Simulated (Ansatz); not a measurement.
# TaN under compression and expansion

```cif
data_structure
_symmetry_space_group_name_H-M 'P6/mmm'
_symmetry_Int_Tables_number 191
_cell_length_a 5.1850
_cell_length_b 5.1850
_cell_length_c 2.9080
_cell_angle_alpha 90.000
_cell_angle_beta 90.000
_cell_angle_gamma 120.000
_cell_volume 67.71
loop_
_atom_site_label
_atom_site_type_symbol
_atom_site_symmetry_multiplicity
_atom_site_Wyckoff_symbol
_atom_site_fract_x
_atom_site_fract_y
_atom_site_fract_z
_atom_site_occupancy
Ta1 Ta 1 a 0.00000 0.00000 0.00000 1
Ta2 Ta 2 d 0.33333 0.66667 0.50000 1
N1 N 3 f 0.50000 0.00000 0.00000 1
```

The runs use the primitive cell with vectors (5.185, 0.000, 0.000), (-2.592, 4.490, 0.000), (0.000, 0.000, 2.908) Å, to which the k mesh refers.

The geometry is COD entry 1539256, unchecked; take it as a test cell.

No spin–orbit coupling, which matters for the heavy atoms here.

Methods: DFT, PBE, all-electron LAPW, scalar-relativistic (Ansatz 0.2.0); DFT, PBE, PAW with Ansatz's default frozen-core files, scalar-relativistic (Ansatz 0.2.0).

For LAPW: a Γ-centred 5×5×8 k mesh, Fermi–Dirac smearing of 0.03 eV, basis error target 0.5 meV/atom, no spin polarisation. PAW takes a cutoff of 420 eV at this cell. The Ansatz runs share mesh, smearing and spin set-up. Plane-wave (PAW) pressures include the program's estimate of the Pulay term.

The cell above is scaled evenly, with fractional coordinates and shape held.

| V/V(cell) | V (Å³/atom) | P, LAPW (GPa) | P, PAW (GPa) |
| --- | --- | --- | --- |
| 0.9400 | 10.607 | 34.35 | 34.52 |
| 0.9600 | 10.833 | 25.53 | 25.62 |
| 0.9800 | 11.059 | 17.58 | 17.60 |
| 0.9900 | 11.171 | 13.90 | 13.88 |
| 1.0000 | 11.284 | 10.40 | 10.36 |
| 1.0100 | 11.397 | ? | ? |
| 1.0200 | 11.510 | 3.92 | 3.82 |
| 1.0400 | 11.736 | -1.94 | -2.08 |
| 1.0600 | 11.961 | -7.22 | -7.40 |

(1) Fill in the row V/V(cell) = 1.0100.

(2) What do Birch–Murnaghan fits to the pressures give?

## Answers

(1) P, LAPW (GPa) = 7.07, P, PAW (GPa) = 7.00.

(2) LAPW: V0 = 11.66 Å³/atom, B0 = 298 GPa, B0′ = 4.2; PAW: V0 = 11.65 Å³/atom, B0 = 300 GPa, B0′ = 4.3.
